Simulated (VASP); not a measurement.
## Sn: band structure with PBEsol

Crystal: Sn.

```
Sn
1.0
     0.00000    3.26858    3.26858
     3.26858    0.00000    3.26858
     3.26858    3.26858    0.00000
Sn
2
Direct
  0.00000 0.00000 0.00000
  0.25000 0.25000 0.25000
```

This isn't the form of Sn at room conditions, which is tetragonal (white tin).

- Program: VASP 6.6.1
- Task: band structure
- Functional: PBEsol
- Potentials or basis: VASP PAW PBE potentials, release 64 (Sn_d)
- Cutoff: 520 eV
- k mesh: 6 × 6 × 6
- Occupations: gaussian, width 0.03 eV
- Spin: spin-orbit coupling, no magnetisation
- Further INCAR settings: ALGO = Normal; EDIFF = 1e-06; NBANDS = 42

| Item | Value |
| --- | --- |
| Pressure | 0.1 GPa |
| Valence electrons inside the program's atomic spheres | Sn 12.32 |

Wall time 4.6 min on 1 thread of Intel(R) Xeon(R) 6975P-C (Granite Rapids) (shared host), peak memory 0.39 GiB.

Caveat: the PAW data sets were made with another functional, which shifts forces and pressure a little.
